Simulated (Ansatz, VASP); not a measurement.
# One calculation of MgO, two programs

File INCAR:

```
ALGO = Normal
EDIFF = 1E-7
ENCUT = 520
GGA = PE
ISIF = 2
ISMEAR = -1
LASPH = T
LCHARG = F
LREAL = F
LWAVE = F
NBANDS = 11
NELM = 60
PREC = Accurate
SIGMA = 0.05
```

Contents of KPOINTS:

```
k-points
0
Gamma
  10 10 10
```

Contents of POSCAR:

```
MgO
1.0
    2.9956437857      0.0000000000      0.0000000000
   -1.4978218928      2.5943036191      0.0000000000
    0.0000000000      0.0000000000      2.7322360880
Mg O
1 1
Direct
    0.0000000000      0.0000000000      0.0000000000
    0.3333333333      0.6666666667      0.5000000000
```

Contents of input.yaml:

```yaml
crystal:
  lattice:
    - [2.9956437857, 0.0, 0.0]
    - [-1.4978218928, 2.5943036191, 0.0]
    - [0.0, 0.0, 2.732236088]
  atoms:
    - { symbol: Mg, position: [0.0, 0.0, 0.0] }
    - { symbol: O, position: [0.3333333333, 0.6666666667, 0.5] }
hamiltonian:
  xc: pbe
  pseudopotentials: { kind: paw }
kpoints:
  mp_grid: { grid: [10, 10, 10] }
scf:
  occupations: { method: fermi_dirac, width: 0.05 }
output:
  forces: true
  stress: true
  eigenvalues: true
  write_density: true
  write_potential: true
  elf: true
  volumetric_format: npy
```

Change from the starting cell: volume scaled by 1.06.

Alike in both runs: task single point; functional PBE; k mesh 10 × 10 × 10; occupations fermi-dirac, width 0.05 eV; no spin polarisation.

```csv
,VASP,Ansatz
version,VASP 6.6.1,Ansatz 0.2.0
potentials or method,"VASP PAW PBE potentials, release 64 (Mg, O)",Ansatz PAW
plane-wave cutoff (eV),520,420
valence electrons in the cell,8,16
```

VASP gave:

```
gap on the k mesh at the Fermi level (eV)       : 2.58
least direct gap on the mesh (eV)               : 2.97
pressure (GPa)                                  : -7.8
largest component of the traceless stress (GPa) : 1.22
```

Problem. What did Ansatz give for the same quantities?

Solution. gap on the k mesh at the Fermi level (eV): 2.61; least direct gap on the mesh (eV): 2.99; pressure (GPa): -7.2; largest component of the traceless stress (GPa): 1.15.

The two sets of potentials don't hold the same shells in valence.

Caveats: the pressure holds a Pulay correction of +0.6 GPa for the finite cutoff (Ansatz). A k mesh can miss the band edges.
